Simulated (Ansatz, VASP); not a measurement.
**Two plane-wave programs on BeTe**

```
Be Te
1.0
     0.00000    2.77000    2.77000
     2.77000    0.00000    2.77000
     2.77000    2.77000    0.00000
Be Te
1 1
Direct
  0.00000 0.00000 0.00000
  0.25000 0.25000 0.25000
```

Alike in both runs: task single point; functional r2SCANh; k mesh 3 × 3 × 3; no spin polarisation.

|  | VASP | Ansatz |
| --- | --- | --- |
| version | VASP 6.6.1 | Ansatz 0.2.0 |
| potentials or method | VASP PAW PBE potentials, release 64 (Be, Te) | plane waves, PAW |
| plane-wave cutoff (eV) | 520 | 558 |
| occupations | gaussian, width 0.01 eV | fixed |
| valence electrons in the cell | 8 | 18 |

|  | VASP | Ansatz | Ansatz less VASP |
| --- | --- | --- | --- |
| gap on the k mesh at the Fermi level (eV) | 3.04 | 3.04 | -0.005 |

The two sets of potentials don't hold the same shells in valence.

Caveats: the k mesh is coarse (spacing up to 0.65 Å⁻¹), so the values aren't converged, least of all with exact exchange; spin-orbit coupling is left out, which moves the levels of the heavy elements; an odd mesh through Γ misses points on the zone boundary, where band edges often lie.
